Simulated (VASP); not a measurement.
Ti2C: relaxation of cell and atoms with PBEsol+U

Ti2C:

```
CELL_PARAMETERS angstrom
1.54070 0.88952 4.81377
-1.54070 0.88952 4.81377
0.00000 -1.77905 4.81377
ATOMIC_POSITIONS crystal
Ti 0.75450 0.75450 0.75450
Ti 0.24550 0.24550 0.24550
C 0.50000 0.50000 0.50000
```

The cell comes from a database or a generator and needn't be the stable form of this composition.

```yaml
Program: VASP 6.6.1
Task: relaxation of cell and atoms
Functional: PBEsol
Potentials_or_basis: VASP PAW PBE potentials, release 64 (Ti_sv, C)
Cutoff: 600 eV
k_mesh: 10 × 10 × 10
Occupations: fermi-dirac, width 0.05 eV
Spin: no spin polarisation
Hubbard_terms: Ti d U = 3 eV
Further_INCAR_settings: ALGO = Normal; EDIFF = 1e-06; IBRION = 2; EDIFFG = -0.01; NSW = 40; ISIF = 3
```

| Property | Result |
| --- | --- |
| Relaxed volume | 13.32 Å³/atom |
| Relaxed cell | a = 5.150 Å, b = 5.150 Å, c = 5.150 Å, α = 34.93°, β = 34.93°, γ = 34.93° |
| Space group after relaxing (to 0.05 Å) | R-3m (No. 166) |
| Energy gained by relaxing | 1.4 meV/atom |
| Ionic steps | 6 |
| Pressure after relaxing | 0.0 GPa |
| Largest force after relaxing | 0.004 eV/Å |
| Band gap on the k mesh | none (metal or under the smearing width) |

Forces on the atoms (eV/Å):
```
Ti   0.000  0.000 -0.004
Ti   0.000  0.000  0.004
C    0.000  0.000  0.000
```

Stress tensor (GPa, compression positive):
```
 0.04  0.00  0.00
 0.00  0.04  0.00
 0.00  0.00 -0.06
```

The path:
| step | energy change (eV) | largest force (eV/Å) | pressure (GPa) | volume (Å³) |
| --- | --- | --- | --- | --- |
| 1 | 0.0000 | 0.2361 | 2.44 | 39.58 |
| 2 | 0.0071 | 0.3131 | -3.91 | 40.75 |
| 3 | -0.0043 | 0.0193 | -0.08 | 40.02 |
| 4 | -0.0043 | 0.0239 | -0.06 | 40.01 |
| 5 | -0.0043 | 0.0102 | 0.00 | 39.98 |
| 6 | -0.0043 | 0.0035 | 0.00 | 39.97 |

Final structure:
```cif
data_structure
_symmetry_space_group_name_H-M 'P 1'
_symmetry_Int_Tables_number 1
_cell_length_a 5.1497
_cell_length_b 5.1497
_cell_length_c 5.1497
_cell_angle_alpha 34.929
_cell_angle_beta 34.929
_cell_angle_gamma 34.929
_cell_volume 39.97
loop_
_atom_site_label
_atom_site_type_symbol
_atom_site_fract_x
_atom_site_fract_y
_atom_site_fract_z
_atom_site_occupancy
Ti1 Ti 0.75410 0.75410 0.75410 1
Ti2 Ti 0.24590 0.24590 0.24590 1
C1 C 0.50000 0.50000 0.50000 1
```

Levels at points of the mesh, in eV from the Fermi level:
```tsv
k point	band 10	band 11	band 12	band 13	band 14	band 15	band 16	band 17	band 18
(0.00, 0.00, 0.00)	-5.00	-2.56	-2.56	-2.47	0.57	0.57	1.13	1.92	1.92
(0.50, 0.00, 0.00)	-4.96	-3.13	-2.52	-1.32	-1.15	0.02	1.81	2.66	2.93
(0.50, 0.50, 0.00)	-5.27	-3.05	-2.66	-1.60	-1.17	0.73	2.53	2.84	3.12
(0.50, 0.50, 0.50)	-5.98	-2.42	-2.42	-0.98	0.17	0.91	0.91	1.77	1.77
```

Eigenvalues of the final occupation matrices:
```
    site  spin  trace               eigenvalues
site 1 d     1   0.92  0.14 0.17 0.17 0.21 0.21
site 1 d     2   0.92  0.14 0.17 0.17 0.21 0.21
site 2 d     1   0.92  0.14 0.17 0.17 0.21 0.21
site 2 d     2   0.92  0.14 0.17 0.17 0.21 0.21
```

Wall time 14 min on 1 thread of Intel(R) Xeon(R) Platinum 8559C (Emerald Rapids), with other jobs on the host, peak memory 0.33 GiB.

Caveat: the PAW data sets were made with another functional, which shifts forces and pressure a little; U without spin polarisation on a metal has little footing; the U is typed as a test and isn't derived for this compound.
